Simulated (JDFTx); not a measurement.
AgCl (Chlorargyrite) under changes of volume

One of the cells (20.458 Å³/atom); the others are scaled copies at fixed shape and fractional positions:

```
CELL_PARAMETERS angstrom
0.00000 2.73500 2.73500
2.73500 0.00000 2.73500
2.73500 2.73500 0.00000
ATOMIC_POSITIONS crystal
Ag 0.00000 0.00000 0.00000
Cl 0.50000 0.50000 0.50000
```

```yaml
Program: JDFTx 1.7.0 (patched build)
Functional: r2SCAN
Potentials_or_basis: SG15-PBE-1.2 with smoothed tails
Cutoff: 1088 eV
Density_cutoff: 8708 eV
k_mesh: 6 × 6 × 6
Occupations: fermi-dirac, width 0.05 eV
Spin: no spin polarisation
```

```csv
volume (Å³/atom),energy over the lowest point (meV/atom),pressure (GPa)
19.231,?,?
19.640,25.47,5.2
20.049,14.08,3.7
20.458,6.29,2.4
20.868,1.72,1.2
21.277,0.00,0.2
21.686,0.80,-0.8
```

**Question.** What does the run at 19.231 Å³/atom give?

**Answer.** Energy over the lowest point 40.93 meV/atom; pressure 6.9 GPa.

Worked out: A Birch-Murnaghan fit of order 3 (a polynomial in V^(-2/3)) to the other rows has its minimum at 21.34 Å³/atom with B0 = V·E''(V) = 50 GPa and B' = 5.3. It gives 40.95 meV/atom at 19.231 Å³/atom, against the run's 40.93, and -dE/dV = 6.9 GPa, against 6.9.

Energies are extrapolated to zero smearing.

Caveats: the potentials were made for another functional, which shifts forces and pressure.
